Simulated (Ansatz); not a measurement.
# Biaxial strain in BaS (Fm-3m)

```
Ba S
1.0
     3.21270    3.21270    0.00000
    -3.21270    3.21270    0.00000
     0.00000    3.21270    3.21270
Ba S
1 1
Direct
  0.00000 0.00000 0.00000
  0.50000 0.50000 0.00000
```

This cell was relaxed by PAW under r²SCAN. A film on a (001) substrate is mimicked by stretching x and y by ε∥; the length along z and the atoms then relax by PAW (default files of Ansatz 0.2.0, cutoff 500 eV, stress met within about 0.05 GPa). Stress and levels come from r²SCAN, PAW on Ansatz 0.2.0's default frozen-core files (fitted under PBE), scalar-relativistic; k mesh 6×6×6, fixed occupations, cutoff 500 eV. Conduction levels are in eV over the valence top, at fixed fractional wave vectors.

```csv
ε∥ (%),ε⊥ (%),"σ∥ (GPa, tension positive)",X ⊥ z,X ∥ z,Γ,L (oblique),2nd valence level at Γ,3rd
-2.0,0.753,-2.50,2.493,2.515,4.239,5.998,0.000,-0.089
-1.0,?,?,?,?,?,?,?,?
-0.5,0.177,-0.56,2.558,2.564,4.255,5.959,0.000,-0.021
0.0,0.000,0.01,2.579,2.579,4.220,5.944,0.000,0.000
0.5,-0.188,0.54,2.578,2.572,4.161,5.908,-0.020,-0.020
1.0,-0.363,1.03,2.579,2.565,4.099,5.872,-0.039,-0.039
2.0,-0.701,1.92,2.580,2.553,3.969,5.800,-0.074,-0.074
```

The last two columns are counted from the highest valence level at Γ.

Question: How does the film contract along z, and how stiff is it in the plane?

Answer: Quadratic fits through the 6 rows shown have slopes dε⊥/dε∥ = -0.364 and dσ∥/dε∥ = 110.4 GPa at zero strain. Elasticity asks −2C12/C11 = -0.358 and C11 + C12 − 2C12²/C11 = 109.6 GPa, from PAW constants C11 = 98.3, C12 = 17.6 GPa. At the level of the σ∥ column the films keep up to 0.02 GPa along z against the unstrained cell; this and the cubic term, which a quadratic fit over ±2 % leaves out, limit the agreement.

Question: Which shear deformation potential b does the valence splitting give?

Answer: Without spin-orbit coupling the single level moves against the pair by 3b(ε⊥ − ε∥): -0.0207 eV at ε⊥ − ε∥ = 0.00677 and 0.0202 eV at -0.00688, so b = -1.00 eV.

Question: And the uniaxial potential of the lowest valleys?

Answer: The valley along z moves against those in the plane by Ξu(ε⊥ − ε∥): from 0.0061 to -0.0065 eV between the two smallest strains, so Ξu = 0.92 eV.

Question: Fill the row at ε∥ = -1.0 %.

Answer: The fits give ε⊥ = 0.366 % and σ∥ = -1.17 GPa. Computed: ε⊥ (%) = 0.366, σ∥ (GPa, tension positive) = -1.17, X ⊥ z = 2.537, X ∥ z = 2.549, Γ = 4.284, L (oblique) = 5.973, 2nd valence level at Γ = 0.000, 3rd = -0.043. The levels have a kink at zero strain, where another valence state takes the top, so one parabola doesn't fit them.

Question: What is the slope of the gap under small compression and under small tension?

Answer: dE_g/dε∥ is 41 meV per % on the compressed side and -14 on the stretched side, so the gap falls either way. The lowest conduction level lies at X ⊥ z under the strongest compression and at X ∥ z under the strongest tension.

Known limits: frozen-core PAW files fitted under PBE, their cores solved anew for the functional of the run; no spin-orbit coupling on heavy atoms; semilocal gaps are low, and the spacing of valleys can be off by tenths of an eV; levels are read at fixed fractional k, so an edge that moves off these points is missed.
